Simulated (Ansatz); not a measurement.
hcp against fcc along group 13

The calculation used DFT, LDA (PW92), plane waves (420 eV) with PAW, scalar-relativistic (Ansatz). The PAW files were generated under PBE, with cores re-solved for the functional.

Each structure is relaxed within its symmetry, in the lowest magnetic state of the tried starts. Differences under about 8 meV lie within the error of the k-point mesh.

| element | E(hcp) − E(fcc) (meV/atom) | V(hcp) (Å³/atom) | V(fcc) (Å³/atom) | state of hcp | state of fcc |
| --- | --- | --- | --- | --- | --- |
| Al | 37 | 15.93 | 15.80 | spin not included | spin not included |
| Ga | 13 | 17.26 | 17.19 | spin not included | spin not included |
| In | 11 | 24.73 | 24.57 | spin not included | spin not included |
| Tl | ? | ? | ? | ? | ? |

Task: Fill in the row of Tl.

Result: E(hcp) − E(fcc) (meV/atom): -13; V(hcp) (Å³/atom): 27.27; V(fcc) (Å³/atom): 27.12; state of hcp: spin not included; state of fcc: spin not included.
